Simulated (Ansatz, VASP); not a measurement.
# One calculation of Al2O3, two programs

```
Al O
1.0
     7.09129    0.00000    0.00000
     0.00000    4.84757    0.00000
     0.00000    0.00000    4.98739
Al O
8 12
Direct
  0.39045 0.25215 0.03055
  0.60955 0.25215 0.46945
  0.10955 0.24785 0.53055
  0.89045 0.24785 0.96945
  0.60955 0.74785 0.96945
  0.39045 0.74785 0.53055
  0.89045 0.75215 0.46945
  0.10955 0.75215 0.03055
  0.65400 0.10697 0.10198
  0.34600 0.10697 0.39802
  0.84600 0.39303 0.60198
  0.15400 0.39303 0.89802
  0.34600 0.89303 0.89802
  0.65400 0.89303 0.60198
  0.15400 0.60697 0.39802
  0.84600 0.60697 0.10198
  0.00000 0.04945 0.25000
  0.50000 0.45055 0.75000
  0.00000 0.95055 0.75000
  0.50000 0.54945 0.25000
```

Measurements of this composition are mostly on another form, of space group No. 167.

Alike in both runs: task single point; functional PBE; k mesh 4 × 6 × 6; occupations gaussian, width 0.02 eV; no spin polarisation.

|  | VASP | Ansatz |
| --- | --- | --- |
| version | VASP 6.6.1 | Ansatz 0.2.0 |
| potentials or method | VASP PAW PBE potentials, release 64 (Al, O) | scalar-relativistic, plane waves, PAW |
| plane-wave cutoff (eV) | 520 | 420 |
| valence electrons in the cell | 96 | 96 |

|  | VASP | Ansatz | Ansatz less VASP |
| --- | --- | --- | --- |
| gap on the k mesh at the Fermi level (eV) | 5.31 | 5.31 | +0.006 |
| least direct gap on the mesh (eV) | 5.31 | 5.31 | +0.006 |
| pressure (GPa) | -0.2 | 0.0 | +0.17 |

A k mesh can miss the band edges.
